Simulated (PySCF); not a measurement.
Numbering as in the mapped SMILES `[cH:1]1[cH:2][cH:3][n:4][cH:5][cH:6]1` (H(Xn): hydrogen on atom n).

Geometry: PBE0-D3(BJ)/def2-TZVP; GIAO shifts from PySCF, gas phase, non-relativistic, averaged over equivalent atoms.

At wB97X-D/pcSseg-2 (286 basis functions):
| atoms | δ (ppm) |
| --- | --- |
| C3/C5 | 163.3 |
| C1 | 147.0 |
| C2/C6 | 133.3 |
| N4 | 365.7 |
| H(C3)/H(C5) | 9.05 |
| H(C1) | 7.94 |
| H(C2)/H(C6) | 7.51 |

Shifts are taken against calculated references (same method and geometry level): $^{13}$C (186.29 ppm), $^{1}$H (31.63 ppm) against TMS; $^{15}$N (262.16 ppm) against NH3.

Problem. Predict the values at PBE0/pcSseg-2 on the same geometry.

Solution. 
```
      atoms  δ at PBE0/pcSseg-2  change
      C3/C5               161.7    -1.6
         C1               144.9    -2.1
      C2/C6               132.0    -1.3
         N4               365.6    -0.1
H(C3)/H(C5)                9.04   -0.01
      H(C1)                7.91   -0.03
H(C2)/H(C6)                7.48   -0.03
```

Chemical shifts δ = σref − σ; $^{13}$C (σ = 186.03 ppm), $^{1}$H (σ = 31.52 ppm) against TMS; NH3 for $^{15}$N (σ = 263.78 ppm), all at this level.

The largest change is at C1 (aromatic CH). Cost: 286 basis functions. The order of the carbon signals is the same at both levels.

Experimental scales use liquid or dissolved standards, which lie at an offset from isolated NH3 (liquid NH3: subtract about 20 ppm). Unscaled 15N shifts of sp2 nitrogen come out 20 to 40 ppm too high even then.
